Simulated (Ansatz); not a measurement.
# SnO: the cost of one run

Computed with Ansatz 0.2.0 (DFT PBE, scalar-relativistic, plane waves, PAW, unless a step's input says otherwise).

## Step 1: Starting point

It takes space group P4/nmm (No. 129, tetragonal). Conventional cell: a = 3.802 Å, b = 3.802 Å, c = 4.836 Å, α = 90.00°, β = 90.00°, γ = 90.00°. Sn (site symmetry 4mm) is surrounded by 4 O at 2.22 Å. O (site symmetry -4m2) is surrounded by 4 Sn at 2.22 Å.

Coordinates:

```
CELL_PARAMETERS angstrom
3.80200 0.00000 0.00000
0.00000 3.80200 0.00000
0.00000 0.00000 4.83600
ATOMIC_POSITIONS crystal
Sn 0.00000 0.50000 0.23850
Sn 0.50000 0.00000 0.76150
O 0.00000 0.00000 0.00000
O 0.50000 0.50000 0.00000
```

The cell is taken as given, not relaxed at this level.

## Step 2: Zero of energy

Reference values: F = -13183.3549 eV; pressure 4.19 GPa; largest force 0.352 eV/Å; gap on the mesh none (metal). It was computed beforehand with the settings of the runs below.

## Step 3: Next: a sublattice displacement scan

Every Sn atom is moved by x along the Cartesian unit vector (0.000, -0.855, -0.519); the cell and all other atoms stay fixed. Forces below are components along that vector, summed over the moved atoms.

## Step 4: x = -0.200 Å

input.yaml

```yaml
crystal:
  lattice:
    - [3.802, 0.0, 0.0]
    - [0.0, 3.802, 0.0]
    - [0.0, 0.0, 4.836]
  atoms:
    - { symbol: Sn, position: [0.0, 0.5449734667, 0.2599523436] }
    - { symbol: Sn, position: [0.5, 0.0449734667, 0.7829523436] }
    - { symbol: O, position: [0.0, 0.0, 0.0] }
    - { symbol: O, position: [0.5, 0.5, 0.0] }
basis:
  ecutwfc: 420
kpoints:
  mp_grid: { grid: [12, 12, 10] }
hamiltonian:
  xc: pbe
scf:
  occupations: { method: gaussian, width: 0.15 }
output:
  forces: true
  stress: true
  eigenvalues: true
```

Launch:

```
ansatz run input.yaml --threads 1 --pin off --max-ram 2560MiB --backend cpu --events-out ev --progress --plain --runs-dir out
```

What time and memory should one allow on 1 thread of Intel Xeon Platinum 8375C at 2.90GHz (Ice Lake), shared host?

About 45 s, with a peak of 0.91 GiB.
